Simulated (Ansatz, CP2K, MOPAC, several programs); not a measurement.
Energy against volume for NaF, NiAs type, at fixed shape and fractional coordinates, computed by several methods (PBE and r2SCAN, where shown, with plane waves in Ansatz); the cell shown is that of r2SCAN. With free coordinates or axes held, a curve is too stiff, and on another method's shape its minimum isn't the method's own volume. Space group P6_3/mmc (No. 194), hexagonal; a = 3.178 Å, c = 5.568 Å in the conventional setting, 12.17 Å³ an atom. Around Na lie 6 F at 2.30 Å; around F lie 6 Na at 2.30 Å. Values at 0 K without nuclear motion; spin polarisation is off, and the phase may be a hypothetical one. Energies count from each curve's lowest point; fits are third-order Birch-Murnaghan.

```cif
data_structure
_symmetry_space_group_name_H-M 'P 1'
_symmetry_Int_Tables_number 1
_cell_length_a 3.1776
_cell_length_b 3.1776
_cell_length_c 5.5676
_cell_angle_alpha 90.000
_cell_angle_beta 90.000
_cell_angle_gamma 120.000
_cell_volume 48.68
loop_
_atom_site_label
_atom_site_type_symbol
_atom_site_fract_x
_atom_site_fract_y
_atom_site_fract_z
_atom_site_occupancy
Na1 Na 0.00000 0.00000 0.00000 1
Na2 Na 0.00000 0.00000 0.50000 1
F1 F 0.33333 0.66667 0.25000 1
F2 F 0.66667 0.33333 0.75000 1
```

PBE/DZVP (CP2K), on the shape of the cell shown:
```tsv
V (Å³/atom)	E (meV/atom)
10.710	76.26
11.441	30.93
12.171	7.48
12.901	0.00
13.632	3.94
```
V₀ = 12.98 Å³ an atom and B₀ = 43 GPa.

light PBE (260 eV and a coarse mesh), on the shape of the cell shown:

| V (Å³/atom) | E (meV/atom) |
| --- | --- |
| 11.197 | 75.35 |
| 11.684 | 46.62 |
| 12.171 | 36.60 |
| 12.658 | 0.00 |
| 13.145 | 9.43 |
| 13.632 | 23.44 |

The points scatter about the fit by more than 0.3 meV an atom, since at so low a cutoff the number of plane waves jumps with the volume, so no fit is quoted.

PM7 (MOPAC), on the shape of the cell shown, as a cluster of 72 atoms at the zone centre:
```tsv
V (Å³/atom)	E (meV/atom)
10.710	134.90
11.441	50.36
12.171	10.57
12.901	0.00
13.632	18.30
```
The points scatter about the fit by more than 0.3 meV an atom, so no fit is quoted.

PBE, on the shape of its own relaxed cell:
```
V (Å³/atom)  E (meV/atom)
     12.264          7.36
     12.655          1.73
     13.047          0.00
     13.438          1.42
     13.830          5.69
```
V₀ = 13.05 Å³ an atom and B₀ = 44 GPa.

r2SCAN, on the shape of its own relaxed cell:

| V (Å³/atom) | E (meV/atom) |
| --- | --- |
| 11.441 | 8.27 |
| 11.806 | 1.96 |
| 12.171 | 0.00 |
| 12.536 | 1.72 |
| 12.901 | 6.53 |

V₀ = 12.17 Å³ an atom and B₀ = 54 GPa.
